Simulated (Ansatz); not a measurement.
Molecular dynamics on a 2×2×1 supercell (12 atoms) of ZrSe₂ (P-3m1), relaxed with r2SCAN+rVV10. Forces come from r2SCAN in the PAW code Ansatz: constant energy and volume (NVE), velocities drawn at 800 K, steps of 1.5 fs. Spin polarisation is off, nuclei are classical, and the run is far too short for thermal averages.

```yaml
crystal:
  lattice:
    - [7.5787710572, -1.0e-10, 0.0]
    - [-3.7893855285, 6.563408265, 0.0]
    - [0.0, 0.0, 6.1806783669]
  atoms:
    - { symbol: Zr, position: [0.0, 0.0, 0.0] }
    - { symbol: Se, position: [0.1666666667, 0.3333333333, 0.2537453252] }
    - { symbol: Se, position: [0.3333333333, 0.1666666667, 0.7462546748] }
    - { symbol: Zr, position: [0.0, 0.5, 0.0] }
    - { symbol: Se, position: [0.1666666667, 0.8333333333, 0.2537453252] }
    - { symbol: Se, position: [0.3333333333, 0.6666666667, 0.7462546748] }
    - { symbol: Zr, position: [0.5, 0.0, 0.0] }
    - { symbol: Se, position: [0.6666666667, 0.3333333333, 0.2537453252] }
    - { symbol: Se, position: [0.8333333333, 0.1666666667, 0.7462546748] }
    - { symbol: Zr, position: [0.5, 0.5, 0.0] }
    - { symbol: Se, position: [0.6666666667, 0.8333333333, 0.2537453252] }
    - { symbol: Se, position: [0.8333333333, 0.6666666667, 0.7462546748] }
kpoints:
  mp_grid: { grid: [3, 3, 2] }
hamiltonian:
  xc: r2scan
scf:
  occupations: { method: fermi_dirac, width: 0.069 }
md:
  ensemble: nve
  temperature: 800
  timestep: 1.5
  n_steps: 30
  initial_velocities: maxwell_boltzmann
  seed: 4629
```

Run as `ansatz run input.yaml --threads 4 --pin off --max-ram 3686MiB --backend cpu --events-out ev --progress --plain --runs-dir out`. It ended after 7.6 min on 4 threads of Arm Neoverse N1, on a shared host, load about 0.8 per core; peak host memory 1.9 GiB.

```
step  t (fs)  T (K)  free energy F from step 0 (meV/atom)  kinetic energy (meV/atom)  largest force (eV/Å)
   0       0    800                                   0.0                       94.8                  0.05
   1     1.5    798                                   0.3                       94.5                  0.13
   2       3    792                                   0.9                       93.9                  0.24
   3     4.5    784                                   1.9                       92.8                  0.36
   4       6    772                                   3.3                       91.5                  0.47
   5     7.5    757                                   5.1                       89.7                  0.59
   6       9    740                                   7.1                       87.7                  0.71
   7    10.5    720                                   9.5                       85.3                  0.82
   8      12    698                                  12.1                       82.7                  0.93
   9    13.5    674                                  15.0                       79.8                  1.05
  10      15    648                                  18.1                       76.7                  1.16
  11    16.5    620                                  21.3                       73.5                  1.27
  12      18    592                                  24.7                       70.1                  1.38
  13    19.5    562                                  28.2                       66.6                  1.48
  14      21    532                                  31.8                       63.0                  1.58
  15    22.5    502                                  35.3                       59.5                  1.68
  16      24    472                                  38.9                       55.9                  1.77
  17    25.5    443                                  42.4                       52.4                  1.85
  18      27    414                                  45.8                       49.1                  1.93
  19    28.5    387                                  49.0                       45.8                  2.00
  20      30    361                                  52.1                       42.8                  2.06
```

The temperature goes from 800 K to 361 K in 30 fs. The atoms start on their lattice sites with kinetic energy alone, so much of it first passes into potential energy. The conserved energy stays within 0.04 meV an atom. By the last step the atoms have moved 0.12 Å in the root mean square, the drift of the whole cell taken out, 0.20 Å at most. The job's limit cut the run after 20 of 30 steps.

Positions (Å) and forces (eV/Å) at step 20:
```
Zr  -0.057   0.003   0.095    -0.888  -0.140  -0.759
Se   0.004   2.170   1.607     0.106   0.365  -0.205
Se   1.988   1.066   4.455    -0.352   0.394   0.755
Zr  -1.748   3.369  -0.009    -1.506  -1.326   0.449
Se  -1.975   5.512   1.539     0.783  -0.488   0.699
Se  -0.083   4.321   4.633     1.031   0.547  -0.700
Zr   3.602   0.067  -0.013     1.611   0.443   0.197
Se   3.756   2.178   1.661    -0.188  -0.144  -1.050
Se   5.797   1.003   4.617    -0.667   0.489   0.246
Zr   1.930   3.252  -0.048     0.596   0.292   0.348
Se   1.890   5.468   1.584    -0.152  -0.278  -0.419
Se   3.853   4.389   4.597    -0.376  -0.155   0.441
```
